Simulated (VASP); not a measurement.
# Be (P6_3/mmc) in VASP: a series of runs

The runs below take Be through relaxation of cell and atoms, relaxation of shape and atoms at fixed volume, with PBE, LDA.

Program: VASP 6.6.1. These are calculated values, not measurements. Logs are shortened: lines on timing, memory, paths and dates and some standing lists are left out, and cuts for length are marked.

### 1 The crystal as given

It takes space group P6_3/mmc (No. 194, hexagonal). The conventional cell has a = 1.971 Å, b = 1.971 Å, c = 3.157 Å, α = 90.00°, β = 90.00°, γ = 120.00°. Around Be (site symmetry -6m2) lie 12 Be at 1.95 to 1.97 Å.

### 2 Relaxation of cell and atoms, PBE, target pressure 94.7 GPa, at which the enthalpy is minimised

File INCAR:

```
PREC     = Accurate       # precision mode
ENCUT    = 600            # plane-wave cutoff, eV
EDIFF    = 1E-7           # SCF threshold, eV
ISMEAR   = 1              # smearing method
SIGMA    = 0.1            # smearing width, eV
LREAL    = F              # projectors in reciprocal space
LASPH    = T              # aspherical terms in the spheres
NELM     = 80             # most SCF steps
ALGO     = Normal         # electronic algorithm
ISIF     = 3              # what is computed and relaxed
LWAVE    = F              # write WAVECAR
LCHARG   = F              # write CHGCAR
GGA      = PE             # functional
IBRION   = 2              # ionic algorithm
NSW      = 90             # ionic steps
EDIFFG   = -0.005         # ionic threshold
PSTRESS  = 947.0
```

File KPOINTS:

```
Automatic mesh
0
Gamma
  18 18 10
```

File POSCAR:

```
Be                                      
1.0
    1.9710458284      0.0000000000      0.0000000000
   -0.9855229142      1.7069757595     -0.0000000000
    0.0000000000     -0.0000000000      3.1565785263
  Be            
     2
Direct
     0.3333333332999970    0.6666666667000030    0.2500000000000000
     0.6666666667000030    0.3333333332999970    0.7500000000000000
```

Potentials or basis: VASP PAW PBE potentials, release 64 (Be).

On the command line:

```console
$ cat potpaw_PBE.64/Be/POTCAR > POTCAR
$ mpirun -np 1 vasp_std > vasp.out
```

OUTCAR:

```text
PREC = Accurate
   ENCUT = 600
   EDIFF = 1E-7
   ISMEAR = 1
   LREAL = F
   LASPH = T
   NELM = 80
   ISIF = 3
   GGA = PE
   IBRION = 2
   NSW = 90
   EDIFFG = -0.005
   PSTRESS = 947.0

 ion  position               nearest neighbor table
   1  0.333  0.667  0.250-   2 1.95   2 1.95   2 1.95   2 1.95   2 1.95   2 1.95
   2  0.667  0.333  0.750-   1 1.95   1 1.95   1 1.95   1 1.95   1 1.95   1 1.95

  LATTYP: Found a hexagonal cell.
 ALAT       =     1.9710458284
 C/A-ratio  =     1.6014739388

  Lattice vectors:

 A1 = (   1.9710458284,   0.0000000000,   0.0000000000)
 A2 = (  -0.9855229142,   1.7069757595,   0.0000000000)
 A3 = (   0.0000000000,   0.0000000000,   3.1565785263)

Analysis of symmetry for initial positions (statically):
=====================================================================
 Subroutine PRICEL returns:
 Original cell was already a primitive cell.

 Routine SETGRP: Setting up the symmetry group for a
 hexagonal supercell.

 Subroutine GETGRP returns: Found 24 space group operations
 (whereof 12 operations were pure point group operations)
 out of a pool of 24 trial point group operations.

The static configuration has the point symmetry D_3d.
 The point group associated with its full space group is D_6h.

Analysis of symmetry for dynamics (positions and initial velocities):
=====================================================================
 Subroutine PRICEL returns:
 Original cell was already a primitive cell.

 Routine SETGRP: Setting up the symmetry group for a
 hexagonal supercell.

 Subroutine GETGRP returns: Found 24 space group operations
 (whereof 12 operations were pure point group operations)
 out of a pool of 24 trial point group operations.

The dynamic configuration has the point symmetry D_3d.
 The point group associated with its full space group is D_6h.

 Subroutine INISYM returns: Found 24 space group operations
 (whereof 12 operations are pure point group operations),
 and found     1 'primitive' translations

----------------------------------------------------------------------------------------

                                     Primitive cell

  volume of cell :      10.6204

  direct lattice vectors                    reciprocal lattice vectors
     1.971045828  0.000000000  0.000000000     0.507344875  0.292915700  0.000000000
    -0.985522914  1.706975759  0.000000000     0.000000000  0.585831401  0.000000000
     0.000000000  0.000000000  3.156578526     0.000000000  0.000000000  0.316798708

  length of vectors
     1.971045828  1.971045828  3.156578526     0.585831401  0.585831401  0.316798708

  position of ions in fractional coordinates (direct lattice)
     0.333333333  0.666666667  0.250000000
     0.666666667  0.333333333  0.750000000

  ion indices of the primitive-cell ions
   primitive index   ion index
                 1           1
                 2           2

----------------------------------------------------------------------------------------

 KPOINTS: Automatic mesh

Automatic generation of k-mesh.
 Grid dimensions read from file:
 generate k-points for:   18   18   10

 Generating k-lattice:

  Cartesian coordinates                     Fractional coordinates (reciprocal lattice)
     0.028185826  0.016273094  0.000000000     0.055555556  0.000000000  0.000000000
     0.000000000  0.032546189  0.000000000     0.000000000  0.055555556  0.000000000
     0.000000000  0.000000000  0.031679871     0.000000000  0.000000000  0.100000000

  Length of vectors
     0.032546189  0.032546189  0.031679871

  Shift w.r.t. Gamma in fractional coordinates (k-lattice)
     0.000000000  0.000000000  0.000000000

 Subroutine IBZKPT returns following result:
 ===========================================

 Found    222 irreducible k-points:

 Following reciprocal coordinates:
            Coordinates               Weight
  0.000000  0.000000  0.000000      1.000000
  0.055556 -0.000000  0.000000      6.000000
  0.111111 -0.000000  0.000000      6.000000
  0.166667  0.000000  0.000000      6.000000
  0.222222  0.000000  0.000000      6.000000
  0.277778  0.000000  0.000000      6.000000
[... 16 lines left out ...]
  0.333333  0.111111  0.000000     12.000000
  0.388889  0.111111  0.000000     12.000000
 [... further k-points ...]
   k-points           NKPTS =    222   k-points in BZ     NKDIM =    222   number of bands    NBANDS=      6
   number of dos      NEDOS =    301   number of ions     NIONS =      2
   total plane-waves  NPLWV =   7168
   dimension x,y,z NGX =    16 NGY =   16 NGZ =   28
   dimension x,y,z NGXF=    32 NGYF=   32 NGZF=   56
   ions per type =               2
   NGX,Y,Z   is equivalent  to a cutoff of  13.50, 13.50, 14.75 a.u.
   NGXF,Y,Z  is equivalent  to a cutoff of  26.99, 26.99, 29.49 a.u.
 SYSTEM =  unknown system
   PREC   = accura    normal or accurate (medium, high low for compatibility)
   ISTART =      0    job   : 0-new  1-cont  2-samecut
   ICHARG =      2    charge: 1-file 2-atom 10-const
   ISPIN  =      1    spin polarized calculation?
   LNONCOLLINEAR =      F non collinear calculations
   LSORBIT =      F    spin-orbit coupling
   LASPH  =      T    aspherical Exc in radial PAW
   ENCUT  =  600.0 eV  44.10 Ry    6.64 a.u.   3.94  3.94  6.30*2*pi/ulx,y,z
   NELM   =     80;   NELMIN=  2; NELMDL= -5     # of ELM steps
   EDIFF  = 0.1E-06   stopping-criterion for ELM
   LREAL  =      F    real-space projection
   EDIFFG = -.5E-02   stopping-criterion for IOM
   NSW    =     90    number of steps for IOM
   IBRION =      2    ionic relax: 0-MD 1-quasi-New 2-CG
   NFREE  =      1    steps in history (QN), initial steepest desc. (CG)
   ISIF   =      3    stress and relaxation
   ISYM   =      2    0-nonsym 1-usesym 2-fastsym
   POTIM  = 0.5000    time-step for ionic-motion
   TEBEG  =    0.0;   TEEND  =   0.0 temperature during run
   PSTRESS=  947.0 pullay stress
   NELECT =       4.0000    total number of electrons
   NUPDOWN=      -1.0000    fix difference up-down
   EMIN   =  10.00;   EMAX   =-10.00  energy-range for DOS
   EFERMI =   0.00;   METHOD = LEGACY
   ISMEAR =     1;   SIGMA  =   0.10  broadening in eV -4-tet -1-fermi 0-gaus
   EFERMI_NEDOS =   21; number of points for ismear=-14 and -15
   IALGO  =     38    algorithm
   IMIX   =      4    mixing-type and parameters
     AMIX     =   0.40;   BMIX     =  1.00
     AMIX_MAG =   1.60;   BMIX_MAG =  1.00
  volume/ion in A,a.u.               =       5.31        35.83
  Fermi-wavevector in a.u.,A,eV,Ry     =   1.182264  2.234156 19.017530  1.397749
  Thomas-Fermi vector in A             =   2.318522
   LORBIT       =      0    0 simple, 1 ext, 2 COOP (PROOUT), +10 PAW based schemes
   GGA     = PE    functional components
   LHFCALC =     F    Hartree Fock is set to
   AEXX    =    0.0000 exact exchange contribution
   IVDW    =     0    specifies the selected vdW correction
   LEPSILON=     F    determine dielectric tensor
   LRPA    =     F    only Hartree local field effects (RPA)
 conjugate gradient relaxation of ions
 non-spin polarized calculation
 Methfessel and Paxton  Order N= 1 SIGMA  =   0.10
  energy-cutoff  :      600.00
  volume of cell :       10.62
 maximum number of plane-waves:       368
 NGX is ok and might be reduce to    16
   NGX =  7   NGY =  7   NGZ = 13

 number of electron       4.0000000 magnetization

 Free energy of the ion-electron system (eV)
  ---------------------------------------------------
  ext. energy  EPLUGINS =         0.00000000
  ---------------------------------------------------
  free energy    TOTEN  =        -6.37843551 eV

  energy without entropy =       -6.37826664  energy(sigma->0) =       -6.37837922

 E-fermi :  10.9572     XC(G=0): -11.9939

 val. band max:       10.9552505304   @ k =   0.3333   0.3333   0.5000
 cond. band min:      11.0238734594   @ k =   0.3333   0.2778   0.2000
 fundamental gap:      0.0686229290
 Fermi energy:        10.9571879762

 k-point     1 :       0.0000    0.0000    0.0000
  band No.  band energies     occupation
      1      -2.7845      2.00000
      2       4.4787      2.00000
      3      13.2718      0.00000
      4      33.0008      0.00000
      5      33.0008      0.00000
      6      36.6195      0.00000

 k-point     2 :       0.0556   -0.0000    0.0000
  band No.  band energies     occupation
      1      -2.6852      2.00000
      2       4.6336      2.00000
      3      13.2585      0.00000
      4      31.9627      0.00000
      5      32.1418      0.00000
      6      36.7041      0.00000

 k-point     3 :       0.1111   -0.0000    0.0000
  band No.  band energies     occupation
      1      -2.3867      2.00000
      2       5.0981      2.00000
      3      13.2131      0.00000
      4      29.5127      0.00000
      5      30.5214      0.00000
      6      36.8746      0.00000

 k-point     4 :       0.1667    0.0000    0.0000
  band No.  band energies     occupation
      1      -1.8871      2.00000
      2       5.8711      2.00000
      3      13.1089      0.00000
      4      26.6209      0.00000
      5      28.8609      0.00000
      6      36.3559      0.00000

 k-point     5 :       0.2222    0.0000    0.0000
  band No.  band energies     occupation
      1      -1.1846      2.00000
      2       6.9502      2.00000
      3      12.8679     -0.00000
      4      23.8871      0.00000
      5      27.3602      0.00000
      6      33.5634      0.00000

 k-point     6 :       0.2778    0.0000    0.0000
  band No.  band energies     occupation
      1      -0.2794      2.00000
      2       8.3310      2.00000
      3      12.3239     -0.00000
      4      21.7248      0.00000
      5      26.0904      0.00000
      6      30.1846      0.00000

 k-point     7 :       0.3333    0.0000    0.0000
  band No.  band energies     occupation
      1       0.8211      2.00000
      2      10.0039      2.00000
      3      11.2858     -0.00003
      4      20.4487      0.00000
      5      25.0837      0.00000
      6      26.7211      0.00000

 k-point     8 :       0.3889   -0.0000    0.0000
  band No.  band energies     occupation
      1       2.0870      2.00000
      2       9.7935      2.00000
      3      11.9437     -0.00000
      4      20.0799      0.00000
      5      23.4218      0.00000
      6      24.3564      0.00000
[... 91 lines left out ...]
 k-point    19 :       0.1111    0.1111    0.0000
  band No.  band energies     occupation
      1      -1.5850      2.00000
      2       6.3341      2.00000
      3      13.0754      0.00000
      4      25.3314      0.00000
      5      27.4874      0.00000
      6      35.6178      0.00000

 k-point    20 :       0.1667    0.1111    0.0000
  band No.  band energies     occupation
      1      -0.8777      2.00000
      2       7.4118      2.00000
      3      12.9055     -0.00000
      4      22.6681      0.00000
      5      25.9222      0.00000
      6      33.2782      0.00000

 k-point    21 :       0.2222    0.1111    0.0000
  band No.  band energies     occupation
      1       0.0358      2.00000
      2       8.7906      2.00000
      3      12.5114     -0.00000
      4      20.3305      0.00000
      5      24.4699      0.00000
      6      30.2635      0.00000

 k-point    22 :       0.2778    0.1111    0.0000
  band No.  band energies     occupation
      1       1.1503      2.00000
      2      10.4609      2.00000
      3      11.6359     -0.00000
      4      18.7889      0.00000
      5      23.1095      0.00000
      6      26.9805      0.00000

 k-point    23 :       0.3333    0.1111    0.0000
  band No.  band energies     occupation
      1       2.4396      2.00000
      2      10.1988      2.00000
      3      12.3976     -0.00000
      4      18.2297      0.00000
      5      21.8524      0.00000
      6      23.7642      0.00000

 k-point    24 :       0.3889    0.1111    0.0000
  band No.  band energies     occupation
      1       3.7922      2.00000
      2       8.5756      2.00000
      3      14.5005      0.00000
      4      18.3596      0.00000
      5      20.7860      0.00000
      6      20.8569      0.00000

 [... further k-points ...]

------------------------ aborting loop because EDIFF is reached ----------------------------------------

  FORCE on cell =-STRESS in cart. coord.  units (eV):
  Direction    XX          YY          ZZ          XY          YZ          ZX
  --------------------------------------------------------------------------------------
  -------------------------------------------------------------------------------------
  Total        6.2853739      6.2853739      6.2779759      0.0000000      0.0000000      0.0000000
  in kB      948.2023524    948.2023525    947.0862914      0.0000000      0.0000000      0.0000000
  external PRESSURE =       0.8303321 kB  Pullay stress =     947.0000000 kB

 VOLUME and BASIS-vectors are now :
 -----------------------------------------------------------------------------
  energy-cutoff  :      600.00
  volume of cell :       10.62
      direct lattice vectors                 reciprocal lattice vectors
     1.971045828  0.000000000  0.000000000     0.507344875  0.292915700  0.000000000
    -0.985522914  1.706975759  0.000000000     0.000000000  0.585831401  0.000000000
     0.000000000  0.000000000  3.156578526     0.000000000  0.000000000  0.316798708

 POSITION                                       TOTAL-FORCE (eV/Angst)
 -----------------------------------------------------------------------------------
     -0.00000      1.13798      0.78914        -0.000000      0.000000      0.000000
      0.98552      0.56899      2.36743         0.000000     -0.000000      0.000000
 -----------------------------------------------------------------------------------
    total drift:                                0.000000     -0.000000      0.000000

  FREE ENERGIE OF THE ION-ELECTRON SYSTEM (eV)
  ---------------------------------------------------
  free  energy   TOTEN  =        -6.3784355071 eV

  energy  without entropy=       -6.3782666377  energy(sigma->0) =       -6.37837922

  enthalpy is  TOTEN    =        -0.1010316449 eV   P V=        6.2774038623

 reached required accuracy - stopping structural energy minimisation
```

Wall time 6.6 s (1 thread of Intel Xeon Platinum 8488C (Sapphire Rapids), shared host); peak memory 0.13 GiB.

Results:

| Property | Result |
| --- | --- |
| Free energy | -6.3784 eV |
| Pressure after relaxing | 94.8 GPa |
| Band gap on the k mesh | none (metal or under the smearing width) |

Final structure:
```
Be
1.0
     1.97105    0.00000    0.00000
    -0.98552    1.70698    0.00000
     0.00000    0.00000    3.15658
Be
2
Direct
  0.33333 0.66667 0.25000
  0.66667 0.33333 0.75000
```

Caveat: the relaxation stopped at its first step, so nothing moved; the cell is relaxed towards a set pressure, so the enthalpy falls and the energy may rise.

### 3 Relaxation of cell and atoms, LDA

This run uses another cell than the first one, of 8.11 Å³/atom, 1.526 times its volume.

File INCAR:

```
SYSTEM = Be
ALGO = Normal
EDIFF = 1E-6
EDIFFG = -0.01
ENCUT = 600
IBRION = 2
ISIF = 3
ISMEAR = 1
LASPH = .True.
LCHARG = .False.
LREAL = .False.
LWAVE = .False.
NELM = 80
NSW = 90
PREC = Accurate
SIGMA = 0.1
```

File KPOINTS:

```
k-points
0
Gamma
  18 18 10
  0 0 0
```

File POSCAR:

```
Be
1.0
    2.2853000000      0.0000000000      0.0000000000
   -1.1426500000      1.9791278553      0.0000000000
    0.0000000000      0.0000000000      3.5842000000
Be
2
Direct
    0.3333333333      0.6666666667      0.2500000000
    0.6666666667      0.3333333333      0.7500000000
```

Potentials or basis: VASP PAW LDA potentials, release 64 (Be).

On the command line:

```console
$ cat potpaw_LDA.64/Be/POTCAR > POTCAR
$ mpirun -np 1 vasp_std > vasp.out
```

Run time: 23 s. Hardware: 1 thread of Intel Xeon Platinum 8488C (Sapphire Rapids), shared host; peak memory 0.14 GiB.

The run converged. Its results:

```
Free energy                            : -8.4166 eV
Relaxed volume                         : 7.56 Å³/atom
Relaxed cell                           : a = 2.226 Å, b = 2.226 Å, c = 3.525 Å, α = 90.00°, β = 90.00°, γ = 120.00°
Space group after relaxing (to 0.05 Å) : P6_3/mmc (No. 194)
Energy gained by relaxing              : 14.3 meV/atom
Ionic steps                            : 5
Pressure after relaxing                : 0.1 GPa
Band gap on the k mesh                 : none (metal or under the smearing width)
```

The path:
| step | energy change (eV) | largest force (eV/Å) | pressure (GPa) | volume (Å³) |
| --- | --- | --- | --- | --- |
| 1 | 0.0000 | 0.0000 | -7.93 | 16.21 |
| 2 | -0.0280 | 0.0000 | -1.22 | 15.29 |
| 3 | -0.0286 | 0.0000 | 0.03 | 15.14 |
| 4 | -0.0286 | 0.0000 | 0.21 | 15.12 |
| 5 | -0.0287 | 0.0000 | 0.14 | 15.12 |

Final structure:
```
CELL_PARAMETERS angstrom
2.22583 0.00000 0.00000
-1.11292 1.92763 0.00000
0.00000 0.00000 3.52458
ATOMIC_POSITIONS crystal
Be 0.33333 0.66667 0.25000
Be 0.66667 0.33333 0.75000
```

Levels at points of the mesh, in eV from the Fermi level:
```
           k point  band 1  band 2  band 3  band 4  band 5  band 6
(0.00, 0.00, 0.00)  -11.62   -4.83    1.11   16.24   16.24   19.13
(0.50, 0.00, 0.00)   -5.31   -3.27    3.50    6.47    6.82    9.50
(0.00, 0.00, 0.50)   -9.47   -9.47   10.69   10.69   17.89   17.89
(0.50, 0.00, 0.50)   -3.93   -3.93    1.65    1.65   12.14   12.14
```

LDA usually gives volumes a few per cent too small. Zero-point motion and thermal expansion aren't in these numbers.

(Part 1 of 2 ends here.)
